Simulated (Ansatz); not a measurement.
Pressure against volume: Ru

```yaml
crystal:
  lattice:
    - [0.00000, 1.91500, 1.91500]
    - [1.91500, 0.00000, 1.91500]
    - [1.91500, 1.91500, 0.00000]
  atoms:
    - { symbol: Ru, position: [0.00000, 0.00000, 0.00000] }
```

The conventional cell has a = 3.830 Å, b = 3.830 Å, c = 3.830 Å, α = 90.00°, β = 90.00°, γ = 90.00°. Ru (atom 1) has 12 Ru at 2.71 Å as nearest neighbours.

The cell comes from COD entry 1534914, which wasn't checked; take it as a given geometry.

Methods: DFT, PBE, all-electron LAPW, scalar-relativistic (Ansatz 0.2.0); DFT, PBE, PAW with Ansatz's default frozen-core files, scalar-relativistic (Ansatz 0.2.0).

For LAPW: a Γ-centred 16×16×16 k mesh, Fermi–Dirac smearing of 0.05 eV, basis error target 0.5 meV/atom, no spin polarisation. PAW takes a cutoff of 420 eV at this cell. The Ansatz runs share mesh, smearing and spin set-up. Plane-wave (PAW) pressures include the program's estimate of the Pulay term.

The cell above is scaled evenly, with fractional coordinates and shape held.

```tsv
V/V(cell)	V (Å³/atom)	P, LAPW (GPa)	P, PAW (GPa)
0.9405	13.210	15.79	15.86
0.9700	13.624	4.84	4.90
1.0000	14.045	-4.50	-4.45
1.0300	14.467	-12.30	-12.26
1.0600	14.888	?	?
```

**Question.** Fill in the row V/V(cell) = 1.0600.

**Answer.** P, LAPW (GPa) = -18.81, P, PAW (GPa) = -18.77.

**Question.** What do Birch–Murnaghan fits to the pressures give?

**Answer.** LAPW: V0 = 13.83 Å³/atom, B0 = 306 GPa, B0′ = 4.9; PAW: V0 = 13.84 Å³/atom, B0 = 306 GPa, B0′ = 4.9.

PAW's V0 lies 0.02 % from the all-electron value and its B0 0.0 %. Symmetry fixes shape and coordinates here, so this is the relaxed modulus.
